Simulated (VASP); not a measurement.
Method: revTPSS meta-GGA, VASP's PBE PAW potentials (set 64) (plane waves; VASP).

A VASP calculation is set up with these files.

KPOINTS_OPT:
```
k-points along high-symmetry lines
10
Line-mode
Reciprocal
  0.000000   0.000000   0.000000 ! GAMMA
  0.500000   0.000000   0.500000 ! X

  0.500000   0.000000   0.500000 ! X
  0.625000   0.250000   0.625000 ! U

  0.375000   0.375000   0.750000 ! K
  0.000000   0.000000   0.000000 ! GAMMA

  0.000000   0.000000   0.000000 ! GAMMA
  0.500000   0.500000   0.500000 ! L

  0.500000   0.500000   0.500000 ! L
  0.500000   0.250000   0.750000 ! W

  0.500000   0.250000   0.750000 ! W
  0.500000   0.000000   0.500000 ! X
```

File KPOINTS:
```
Automatic mesh
0
Gamma
8 8 8
0 0 0
```

INCAR:
```
# general
SYSTEM  = ZrO2
PREC    = Accurate
ENCUT   = 520   # plane-wave cut-off (eV)
LREAL   = .False.   # projection in real space or not
LASPH   = .True.

# electronic loop
EDIFF   = 1E-7
NELM    = 100
ALGO    = Normal   # blocked Davidson
LMAXMIX = 4
LMIXTAU = .True.

# smearing
ISMEAR  = -5

# functional
METAGGA = RTPSS

# ions
ISIF    = 2   # forces and stress, cell fixed

# output
LWAVE   = .False.
LCHARG  = .False.
LORBIT  = 11   # lm-projected
NEDOS   = 601

# other
LEFG    = .True.
```

### POSCAR
```
ZrO2
1
    0.0000000000     2.5508510434     2.5508510434
    2.5508510434     0.0000000000     2.5508510434
    2.5508510434     2.5508510434     0.0000000000
Zr O
1 2
Direct
  0.0000000000   0.0000000000   0.0000000000
  0.2500000000   0.2500000000   0.2500000000
  0.7500000000   0.7500000000   0.7500000000
```

POTCAR, in this order: Zr_sv O (PBE.64 set). Program: vasp_std.

The resulting files:

OSZICAR:
```
       N       E                     dE             d eps       ncg     rms          rms(c)
DAV:   1     0.310093607068E+03    0.31009E+03   -0.19783E+04   928   0.255E+03
DAV:   2     0.703767324156E+02   -0.23972E+03   -0.23606E+03  1232   0.454E+02
DAV:   3     0.546146825255E+02   -0.15762E+02   -0.15723E+02  1240   0.133E+02
DAV:   4     0.542744361132E+02   -0.34025E+00   -0.34019E+00  1336   0.200E+01
DAV:   5     0.542711222477E+02   -0.33139E-02   -0.33138E-02  1264   0.170E+00    0.450E+01
DAV:   6    -0.224264323035E+02   -0.76698E+02   -0.35179E+02   928   0.245E+02    0.139E+01
DAV:   7    -0.211114742621E+02    0.13150E+01   -0.13386E+01  1168   0.387E+01    0.740E+00
DAV:   8    -0.207027693506E+02    0.40870E+00   -0.22490E+00  1280   0.102E+01    0.370E+00
DAV:   9    -0.208522923115E+02   -0.14952E+00   -0.45919E-01  1528   0.470E+00    0.177E+00
DAV:  10    -0.208578366265E+02   -0.55443E-02   -0.40748E-01  1064   0.455E+00    0.111E+00
DAV:  11    -0.206714843956E+02    0.18635E+00   -0.13624E-01   944   0.457E+00    0.244E-01
DAV:  12    -0.208785448227E+02   -0.20706E+00   -0.55671E-02   944   0.332E+00    0.114E-01
DAV:  13    -0.208790806973E+02   -0.53587E-03   -0.37652E-03  1264   0.464E-01    0.366E-02
DAV:  14    -0.208787716090E+02    0.30909E-03   -0.52130E-04  1344   0.215E-01    0.409E-02
DAV:  15    -0.208791827973E+02   -0.41119E-03   -0.14176E-04  1032   0.155E-01    0.104E-02
DAV:  16    -0.208791998614E+02   -0.17064E-04   -0.12873E-05  1352   0.334E-02    0.653E-03
DAV:  17    -0.208791955657E+02    0.42957E-05   -0.57995E-06  1184   0.228E-02    0.371E-03
DAV:  18    -0.208791989411E+02   -0.33754E-05   -0.15287E-06  1336   0.142E-02    0.271E-03
DAV:  19    -0.208791989467E+02   -0.55152E-08   -0.48864E-07  1104   0.596E-03
   1 F= -.20879199E+02 E0= -.20879199E+02  d E =0.000000E+00
       N       E                     dE             ncg
       N       E                     dE             ncg
       N       E                     dE             ncg
```

OUTCAR:
```
------------------------ aborting loop because EDIFF is reached ----------------------------------------
  FORCE on cell =-STRESS in cart. coord.  units (eV):
  Direction    XX          YY          ZZ          XY          YZ          ZX
  --------------------------------------------------------------------------------------
  Total        0.0003595      0.0003595      0.0003595      0.0000000      0.0000000      0.0000000
  in kB        0.0173533      0.0173533      0.0173533      0.0000000      0.0000000      0.0000000
  external PRESSURE =       0.0173533 kB  Pullay stress =       0.0000000 kB
  volume of cell :       33.20
      direct lattice vectors                 reciprocal lattice vectors
     0.000000000  2.550851043  2.550851043    -0.196013013  0.196013013  0.196013013
     2.550851043  0.000000000  2.550851043     0.196013013 -0.196013013  0.196013013
     2.550851043  2.550851043  0.000000000     0.196013013  0.196013013 -0.196013013
 POSITION                                       TOTAL-FORCE (eV/Angst)
 -----------------------------------------------------------------------------------
      0.00000      0.00000      0.00000        -0.000000      0.000000     -0.000000
      1.27543      1.27543      1.27543        -0.000000     -0.000000     -0.000000
      3.82628      3.82628      3.82628         0.000000      0.000000      0.000000
 -----------------------------------------------------------------------------------
    total drift:                                0.000000      0.000000      0.000000
  FREE ENERGIE OF THE ION-ELECTRON SYSTEM (eV)
  ---------------------------------------------------
  free  energy   TOTEN  =       -20.8791989467 eV

  energy  without entropy=      -20.8791989467  energy(sigma->0) =      -20.87919895

 total charge

# of ion       s       p       d       tot
------------------------------------------
    1        2.164   6.042   1.262   9.468
    2        1.554   3.521   0.000   5.075
    3        1.554   3.521   0.000   5.075
--------------------------------------------------
tot          5.272  13.084   1.262  19.619

 Electric field gradients after diagonalization (V/A^2)
 (convention: |V_zz| > |V_xx| > |V_yy|)
----------------------------------------------------------------------
 ion       V_xx      V_yy      V_zz     asymmetry (V_yy - V_xx)/ V_zz
----------------------------------------------------------------------
   1      -0.000    -0.000     0.000       0.000
   2       0.001     0.001    -0.003       0.000
   3       0.001     0.001    -0.003       0.000
```
(Selected blocks of OUTCAR.)

The compound is ZrO2 in the fluorite structure, the high-temperature cubic form, which is unstable at 0 K; the monoclinic form is the stable one. It was relaxed first.
